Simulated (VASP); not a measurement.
**GaAs: relaxation of cell and atoms with revPBE+D3**

GaAs:

```
CELL_PARAMETERS angstrom
0.00000 2.82685 2.82685
2.82685 0.00000 2.82685
2.82685 2.82685 0.00000
ATOMIC_POSITIONS crystal
As 0.75000 0.75000 0.75000
Ga 0.00000 0.00000 0.00000
```

```json
{
  "Program": "VASP 6.6.1",
  "Task": "relaxation of cell and atoms",
  "Functional": "revPBE",
  "Dispersion": "D3",
  "Potentials or basis": "VASP PAW PBE potentials, release 64 (As, Ga_d)",
  "Cutoff": "600 eV",
  "k mesh": "8 × 8 × 8",
  "Occupations": "fermi-dirac, width 0.05 eV",
  "Spin": "no spin polarisation",
  "Further INCAR settings": "ALGO = Fast; EDIFF = 1e-06; IBRION = 2; EDIFFG = -0.01; NSW = 40; ISIF = 3"
}
```

```json
{"Relaxed volume": "23.21 Å³/atom", "Relaxed cell": "a = 4.034 Å, b = 4.034 Å, c = 4.034 Å, α = 60.00°, β = 60.00°, γ = 60.00°", "Space group after relaxing (to 0.05 Å)": "F-43m (No. 216)", "Energy gained by relaxing": "3.6 meV/atom", "Ionic steps": "3", "Pressure after relaxing": "0.0 GPa", "Band gap on the k mesh": "0.41 eV, direct", "Dispersion energy per atom": "-0.401 eV"}
```

The path:
```
step  energy change (eV)  largest force (eV/Å)  pressure (GPa)  volume (Å³)
   1              0.0000                0.0000            1.90        45.18
   2             -0.0059                0.0000           -0.75        46.95
   3             -0.0072                0.0000            0.01        46.42
```

Final structure:
```xyz
2
Lattice="0.0000 2.8524 2.8524 2.8524 0.0000 2.8524 2.8524 2.8524 0.0000" Properties=species:S:1:pos:R:3 pbc="T T T"
As    4.2786    4.2786    4.2786
Ga    0.0000    0.0000    0.0000
```

Levels at points of the mesh, in eV from the valence-band top:
```csv
k point,band 5,band 6,band 7,band 8,band 9,band 10,band 11,band 12,band 13
"(0.00, 0.00, 0.00)",-14.69,-12.51,0.00,0.00,0.00,0.41,3.74,3.74,3.74
"(0.50, 0.00, 0.00)",-14.69,-10.83,-6.46,-1.10,-1.10,1.00,4.65,4.65,7.85
"(0.50, 0.50, 0.00)",-14.68,-10.12,-6.66,-2.58,-2.58,1.59,1.73,9.99,9.99
```

It took 25 s on 1 thread of Intel(R) Xeon(R) Platinum 8488C (Sapphire Rapids), on a shared host, peak memory 0.2 GiB.

Caveat: the PAW data sets were made with another functional, which shifts forces and pressure a little. Zero-point motion and thermal expansion aren't in these numbers.
